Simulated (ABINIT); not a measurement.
Crystal: BN.

```xyz
2
Lattice="0.0000 1.8130 1.8130 1.8130 0.0000 1.8130 1.8130 1.8130 0.0000" Properties=species:S:1:pos:R:3 pbc="T T T"
N     0.9065    0.9065    0.9065
B     0.0000    0.0000    0.0000
```

The cell is a database's computed one.

Base run:

```yaml
Program: ABINIT 10.8.3 (patched build)
Functional: r2SCAN
Potentials_or_basis: SG15 NC PBE v1.2
Cutoff: 1361 eV
k_mesh: 13 × 13 × 13
Occupations: fermi-dirac, width 0.05 eV
Spin: no spin polarisation
```

Its results: band gap on the k mesh 5.04 eV, indirect (least direct gap 9.47 eV); pressure -5.6 GPa.

Task: The run is repeated on the same cell with these changes: functional from r2SCAN to PBE; potentials or basis from SG15 NC PBE v1.2 to PseudoDojo NC SR PBE v0.4.1 standard; cutoff from 1361 eV to 1143 eV. What comes out?

Result: Band gap on the k mesh 4.60 eV, indirect (least direct gap 8.83 eV); pressure -0.7 GPa.

Caveats: the potentials were made for another functional, which shifts forces and pressure (some runs).

A k mesh can miss the band edges.
